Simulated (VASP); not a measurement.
# Nd (P6_3/mmc) in VASP: equation of state

Aim: energy against volume of Nd in PBE, for its equilibrium volume and stiffness.

Everything below comes from runs of VASP 6.6.1. Logs are shortened: lines on timing, memory, paths and dates and some standing lists are left out, and cuts for length are marked.

## 1. The crystal as given

The structure is hexagonal, space group P6_3/mmc (No. 194). The conventional cell has a = 3.657 Å, b = 3.657 Å, c = 5.902 Å, α = 90.00°, β = 90.00°, γ = 120.00°. Around Nd (site symmetry -6m2) lie 12 Nd at 3.63 to 3.66 Å.

This isn't the form of Nd at room conditions, which is double hcp.

## 2. Equation of state, PBE, collinear spin, ferromagnetic start, 32.13 Å³/atom (volume scaled by 0.94)

Input file INCAR:

```
ALGO = Normal ; EDIFF = 1E-7
ENCUT = 520 ; GGA = PE
ISIF = 2 ; ISMEAR = -1
ISPIN = 2 ; LASPH = T
LCHARG = F ; LMAXMIX = 6
LORBIT = 11 ; LREAL = F
LWAVE = F ; MAGMOM = 3 3
NBANDS = 25 ; NELM = 100
PREC = Accurate ; SIGMA = 0.05
```

Input file KPOINTS:

```
k-points
0
Gamma
  8 8 5
```

Input file POSCAR:

```
Nd
1.0
    3.5823463996      0.0000000000      0.0000000000
   -1.7911731998      3.1024029871      0.0000000000
    0.0000000000      0.0000000000      5.7815172136
Nd
2
Direct
    0.6666666667      0.3333333333      0.7500000000
    0.3333333333      0.6666666667      0.2500000000
```

Potentials or basis: VASP PAW PBE potentials, release 64 (Nd).

Launch:

```
cat potpaw_PBE.64/Nd/POTCAR > POTCAR
mpirun -np 1 vasp_std > vasp.out
```

OUTCAR:

```text
EDIFF = 1E-7
   ENCUT = 520
   GGA = PE
   ISIF = 2
   ISMEAR = -1
   ISPIN = 2
   LASPH = T
   LORBIT = 11
   LREAL = F
   NELM = 100
   PREC = Accurate

 Found     30 irreducible k-points:

 Following reciprocal coordinates:
            Coordinates               Weight
  0.000000  0.000000  0.000000      1.000000
  0.125000  0.000000  0.000000      6.000000
  0.250000  0.000000  0.000000      6.000000
  0.375000  0.000000  0.000000      6.000000
  0.500000  0.000000  0.000000      3.000000
  0.125000  0.125000  0.000000      6.000000
   k-points           NKPTS =     30   k-points in BZ     NKDIM =     30   number of bands    NBANDS=     25
   number of dos      NEDOS =    301   number of ions     NIONS =      2
   total plane-waves  NPLWV =  37632
   dimension x,y,z NGX =    28 NGY =   28 NGZ =   48
   dimension x,y,z NGXF=    56 NGYF=   56 NGZF=   96
   ions per type =               2
   NGX,Y,Z   is equivalent  to a cutoff of  12.99, 12.99, 13.80 a.u.
   NGXF,Y,Z  is equivalent  to a cutoff of  25.99, 25.99, 27.60 a.u.
 SYSTEM =  unknown system
   PREC   = accura    normal or accurate (medium, high low for compatibility)
   ISTART =      0    job   : 0-new  1-cont  2-samecut
   ICHARG =      2    charge: 1-file 2-atom 10-const
   ISPIN  =      2    spin polarized calculation?
   LNONCOLLINEAR =      F non collinear calculations
   LSORBIT =      F    spin-orbit coupling
   LASPH  =      T    aspherical Exc in radial PAW
   ENCUT  =  520.0 eV  38.22 Ry    6.18 a.u.   6.66  6.66 10.75*2*pi/ulx,y,z
   NELM   =    100;   NELMIN=  2; NELMDL= -5     # of ELM steps
   EDIFF  = 0.1E-06   stopping-criterion for ELM
   LREAL  =      F    real-space projection
   EDIFFG = 0.1E-05   stopping-criterion for IOM
   NSW    =      0    number of steps for IOM
   IBRION =     -1    ionic relax: 0-MD 1-quasi-New 2-CG
   NFREE  =      0    steps in history (QN), initial steepest desc. (CG)
   ISIF   =      2    stress and relaxation
   ISYM   =      2    0-nonsym 1-usesym 2-fastsym
   POTIM  = 0.5000    time-step for ionic-motion
   TEBEG  =    0.0;   TEEND  =   0.0 temperature during run
   PSTRESS=    0.0 pullay stress
   NELECT =      28.0000    total number of electrons
   NUPDOWN=      -1.0000    fix difference up-down
   EMIN   =  10.00;   EMAX   =-10.00  energy-range for DOS
   EFERMI =   0.00;   METHOD = LEGACY
   ISMEAR =    -1;   SIGMA  =   0.05  broadening in eV -4-tet -1-fermi 0-gaus
   EFERMI_NEDOS =   21; number of points for ismear=-14 and -15
   IALGO  =     38    algorithm
   IMIX   =      4    mixing-type and parameters
     AMIX     =   0.40;   BMIX     =  1.00
     AMIX_MAG =   1.60;   BMIX_MAG =  1.00
  volume/ion in A,a.u.               =      32.13       216.81
  Fermi-wavevector in a.u.,A,eV,Ry     =   1.241152  2.345437 20.959207  1.540458
  Thomas-Fermi vector in A             =   2.375562
   LORBIT       =     11    0 simple, 1 ext, 2 COOP (PROOUT), +10 PAW based schemes
   GGA     = PE    functional components
   LHFCALC =     F    Hartree Fock is set to
   AEXX    =    0.0000 exact exchange contribution
   IVDW    =     0    specifies the selected vdW correction
   LEPSILON=     F    determine dielectric tensor
   LRPA    =     F    only Hartree local field effects (RPA)
 spin polarized calculation
  energy-cutoff  :      520.00
  volume of cell :       64.26
 maximum number of plane-waves:      1761
 NGX is ok and might be reduce to    28
   NGX = 13   NGY = 13   NGZ = 21

 number of electron      27.9999999 magnetization       8.1856118

 Free energy of the ion-electron system (eV)
  ---------------------------------------------------
  ext. energy  EPLUGINS =         0.00000000
  ---------------------------------------------------
  free energy    TOTEN  =       -12.96454359 eV

  energy without entropy =      -12.90908822  energy(sigma->0) =      -12.93681591

 E-fermi :   5.0626     XC(G=0): -10.1639

 val. band max:        5.0610417956   @ k =   0.3750   0.1250   0.2000
 cond. band min:       5.0626841301   @ k =   0.1250   0.0000   0.2000
 fundamental gap:      0.0016423345
 Fermi energy:         5.0626036661

 spin component 1

 k-point     1 :       0.0000    0.0000    0.0000
  band No.  band energies     occupation
      1     -32.2529      1.00000
      2     -32.0620      1.00000
      3     -14.1816      1.00000
      4     -12.9808      1.00000
      5     -12.9808      1.00000
      6     -12.7889      1.00000
[... 17 lines left out ...]
     24       5.7181      0.00000
     25       6.7535      0.00000
[... 117 lines left out ...]
      3     -13.9898      1.00000
      4     -13.3704      1.00000
      5     -13.3020      1.00000
      6     -13.0650      1.00000
[... 17 lines left out ...]
     24       5.6452      0.00001
     25       5.9954      0.00000

 [... further k-points ...]

 spin component 2

 k-point     1 :       0.0000    0.0000    0.0000
  band No.  band energies     occupation
      1     -30.6177      1.00000
      2     -30.4116      1.00000
      3     -12.9014      1.00000
      4     -11.6804      1.00000
      5     -11.6804      1.00000
      6     -11.4812      1.00000
[... 17 lines left out ...]
     24       8.0879      0.00000
     25       8.1302      0.00000
[... 117 lines left out ...]
      3     -12.6973      1.00000
      4     -12.0911      1.00000
      5     -12.0268      1.00000
      6     -11.7682      1.00000
[... 17 lines left out ...]
     24       7.7876      0.00000
     25       8.0097      0.00000

 [... further k-points ...]

------------------------ aborting loop because EDIFF is reached ----------------------------------------

  FORCE on cell =-STRESS in cart. coord.  units (eV):
  Direction    XX          YY          ZZ          XY          YZ          ZX
  --------------------------------------------------------------------------------------
  -------------------------------------------------------------------------------------
  Total        0.7849357      0.7849357      0.4581415      0.0000000     -0.0000000      0.0000000
  in kB       19.5720822     19.5720822     11.4235897      0.0000000     -0.0000000      0.0000000
  external PRESSURE =      16.8559180 kB  Pullay stress =       0.0000000 kB

 VOLUME and BASIS-vectors are now :
 -----------------------------------------------------------------------------
  energy-cutoff  :      520.00
  volume of cell :       64.26
      direct lattice vectors                 reciprocal lattice vectors
     3.582346400  0.000000000  0.000000000     0.279146651  0.161165394  0.000000000
    -1.791173200  3.102402987  0.000000000     0.000000000  0.322330788  0.000000000
     0.000000000  0.000000000  5.781517214     0.000000000  0.000000000  0.172964978

 POSITION                                       TOTAL-FORCE (eV/Angst)
 -----------------------------------------------------------------------------------
      1.79117      1.03413      4.33614        -0.000000     -0.000000      0.000000
     -0.00000      2.06827      1.44538         0.000000      0.000000      0.000000
 -----------------------------------------------------------------------------------
    total drift:                               -0.000000      0.000000     -0.000000

  FREE ENERGIE OF THE ION-ELECTRON SYSTEM (eV)
  ---------------------------------------------------
  free  energy   TOTEN  =       -12.9645435941 eV

  energy  without entropy=      -12.9090882237  energy(sigma->0) =      -12.93681591

 total charge

# of ion       s       p       d       f       tot
--------------------------------------------------
    1        2.027   5.351   0.601   3.258  11.237
    2        2.027   5.351   0.601   3.258  11.237
--------------------------------------------------
tot          4.054  10.702   1.202   6.516  22.475

 magnetization (x)

# of ion       s       p       d       f       tot
--------------------------------------------------
    1       -0.001  -0.090   0.221   3.225   3.355
    2       -0.001  -0.090   0.221   3.225   3.355
--------------------------------------------------
tot         -0.003  -0.179   0.442   6.450   6.710
```

OSZICAR:

```text
N       E                     dE             d eps       ncg     rms          rms(c)
DAV:   1     0.299686998712E+03    0.29969E+03   -0.96174E+03  3544   0.281E+03
DAV:   2     0.298411344265E+02   -0.26985E+03   -0.25707E+03  4648   0.393E+02
[... 20 lines left out ...]
DAV:  23    -0.129645461101E+02   -0.56845E-05   -0.88782E-06  5671   0.277E-02    0.646E-02
DAV:  24    -0.129645447171E+02    0.13930E-05   -0.56346E-06  5039   0.278E-02    0.332E-02
DAV:  25    -0.129645437908E+02    0.92628E-06   -0.70330E-06  5440   0.306E-02    0.566E-03
DAV:  26    -0.129645433211E+02    0.46971E-06   -0.98764E-07  4256   0.729E-03    0.706E-03
DAV:  27    -0.129645436925E+02   -0.37140E-06   -0.21985E-07  3165   0.781E-03    0.369E-03
DAV:  28    -0.129645435941E+02    0.98375E-07   -0.15072E-07  2800   0.539E-03
   1 F= -.12964544E+02 E0= -.12936816E+02  d E =-.554554E-01  mag=     8.1855
```

Wall time 3.2 min (1 thread of AMD EPYC 9R45 (Zen 5), shared host); peak memory 0.22 GiB.

What came out:

```yaml
Free_energy: -12.9645 eV
Pressure: 1.7 GPa
Band_gap_on_the_k_mesh: none (metal or under the smearing width)
Net_moment: 8.19 μB per cell
Site_moments: Nd +3.35 μB
Valence_electrons_inside_the_program's_atomic_spheres: Nd 11.24
```

Caveat: the magnetic or orbital state may not be the lowest; spin-orbit coupling is left out, which moves the levels of the heavy elements.

## 3. Equation of state, PBE, collinear spin, ferromagnetic start, 32.81 Å³/atom (volume scaled by 0.96)

Input file INCAR:

```
SYSTEM = Nd
PREC = Accurate ; ENCUT = 520
EDIFF = 1E-7 ; ISMEAR = -1
SIGMA = 0.05 ; LREAL = .FALSE.
LASPH = .TRUE. ; NELM = 150
ALGO = Normal ; ISIF = 2
LWAVE = .FALSE. ; LCHARG = .FALSE.
ISPIN = 2 ; MAGMOM = 3 3
LORBIT = 11 ; LMAXMIX = 6
GGA = PE ; NBANDS = 25
```

Input file KPOINTS:

```
Automatic mesh
0
G
  8 8 5
  0 0 0
```

Input file POSCAR:

```
Nd
1.0
    3.6075750223      0.0000000000      0.0000000000
   -1.8037875112      3.1242516154      0.0000000000
    0.0000000000      0.0000000000      5.8222334651
Nd
2
Direct
    0.6666666667      0.3333333333      0.7500000000
    0.3333333333      0.6666666667      0.2500000000
```

Potentials or basis: VASP PAW PBE potentials, release 64 (Nd).

Launch:

```
cat potpaw_PBE.64/Nd/POTCAR > POTCAR
mpirun -np 1 vasp_std > vasp.out
```

Wall time 2.8 min (1 thread of AMD EPYC 9R45 (Zen 5), shared host); peak memory 0.23 GiB.

It converged, with:

```yaml
Free_energy: -12.9782 eV
Pressure: 1.2 GPa
Band_gap_on_the_k_mesh: none (metal or under the smearing width)
Net_moment: 8.20 μB per cell
Site_moments: Nd +3.36 μB
Valence_electrons_inside_the_program's_atomic_spheres: Nd 11.23
```

Caveat: the magnetic or orbital state may not be the lowest; spin-orbit coupling is left out, which moves the levels of the heavy elements.

(Continued in part 2 of 2.)
